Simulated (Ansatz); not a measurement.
Two inputs for SiO2

This input was run with Ansatz:

```yaml
crystal:
  lattice:
    - [7.08175196, 0.0, 0.0]
    - [0.0, 7.08175196, 0.0]
    - [0.0, 0.0, 7.08175196]
  atoms:
    - { symbol: Si, position: [0.9771259885, 0.5228740115, 0.4771259885] }
    - { symbol: Si, position: [0.5228740115, 0.4771259885, 0.9771259885] }
    - { symbol: Si, position: [0.4771259885, 0.9771259885, 0.5228740115] }
    - { symbol: Si, position: [0.0228740115, 0.0228740115, 0.0228740115] }
    - { symbol: Si, position: [0.7141775776, 0.7858224224, 0.2141775776] }
    - { symbol: Si, position: [0.7858224224, 0.2141775776, 0.7141775776] }
    - { symbol: Si, position: [0.2141775776, 0.7141775776, 0.7858224224] }
    - { symbol: Si, position: [0.2858224224, 0.2858224224, 0.2858224224] }
    - { symbol: O, position: [0.8607175071, 0.3328254486, 0.5326132099] }
    - { symbol: O, position: [0.3607175071, 0.1671745514, 0.4673867901] }
    - { symbol: O, position: [0.1392824929, 0.8328254486, 0.9673867901] }
    - { symbol: O, position: [0.1671745514, 0.4673867901, 0.3607175071] }
    - { symbol: O, position: [0.9673867901, 0.1392824929, 0.8328254486] }
    - { symbol: O, position: [0.4673867901, 0.3607175071, 0.1671745514] }
    - { symbol: O, position: [0.3328254486, 0.5326132099, 0.8607175071] }
    - { symbol: O, position: [0.5326132099, 0.8607175071, 0.3328254486] }
    - { symbol: O, position: [0.1541929604, 0.1541929604, 0.1541929604] }
    - { symbol: O, position: [0.3458070396, 0.8458070396, 0.6541929604] }
    - { symbol: O, position: [0.6541929604, 0.3458070396, 0.8458070396] }
    - { symbol: O, position: [0.8458070396, 0.6541929604, 0.3458070396] }
    - { symbol: O, position: [0.6392824929, 0.6671745514, 0.0326132099] }
    - { symbol: O, position: [0.0326132099, 0.6392824929, 0.6671745514] }
    - { symbol: O, position: [0.6671745514, 0.0326132099, 0.6392824929] }
    - { symbol: O, position: [0.8328254486, 0.9673867901, 0.1392824929] }
kpoints:
  mp_grid: { grid: [3, 3, 3] }
scf:
  occupations: { method: methfessel_paxton, width: 0.15 }
  eigensolver: { kind: davidson }
hamiltonian:
  xc: pbe
  pseudopotentials: { kind: paw, frozen_core: stored }
output:
  forces: true
  stress: true
  populations: true
  efg: { quadrupole_moments_barn: { O: -0.02558 } }
basis:
  precision: f64
```

```sh
ansatz run input.yaml --threads 1 --pin off --max-ram 3072MiB --backend cpu --events-out ev --progress --plain --runs-dir out
```

It converged. Of its output the block on the nuclei alone is shown, without the SCF iterations, energies, forces and stress (one atom of each set):

```
--- PAW observables at the nuclei: V_zz in 10²¹ V/m², potentials from the cell's mean, atoms counted from 1 ---
  atom   1  Si V_zz =    -0.151035   η = 0.0000   by run symmetry: allowed
            electrostatic potential = -1353.206936 V   contact ρ = none
  atom   5  Si V_zz =    +0.471552   η = 0.0000   by run symmetry: allowed
            electrostatic potential = -1353.199382 V   contact ρ = none
  atom   9  O  V_zz =    +9.718179   η = 0.2170   by run symmetry: allowed   C_q = -6.0109 MHz
            electrostatic potential = -617.707720 V   contact ρ = none
  atom  17  O  V_zz =   +10.922635   η = 0.0000   by run symmetry: allowed   C_q = -6.7559 MHz
            electrostatic potential = -617.668424 V   contact ρ = none
```

Question: Can these gradients be trusted, and how do they compare with a run on standard settings?

Answer: They agree with the standard run. Against the standard input the change is `scf.eigensolver.kind`: not typed → davidson; `basis.precision`: not typed → f64; `scf.occupations.method`: fermi_dirac → methfessel_paxton; `scf.occupations.width`: 0.02 → 0.15. A site carries the number of its first atom; V_zz in 10²¹ V/m².

| site | atom | V_zz standard | η standard | V_zz here | η here |
| --- | --- | --- | --- | --- | --- |
| Si1 | 1 | -0.15 | 0.00 | -0.15 | 0.00 |
| Si5 | 5 | 0.47 | 0.00 | 0.47 | 0.00 |
| O9 | 9 | 9.72 | 0.22 | 9.72 | 0.22 |
| O17 | 17 | 10.92 | 0.00 | 10.92 | 0.00 |

All printed values agree. The gap of 5.8 eV is far wider than the smearing, so the levels stay full or empty whatever the smearing's form; with a small gap this would fail.
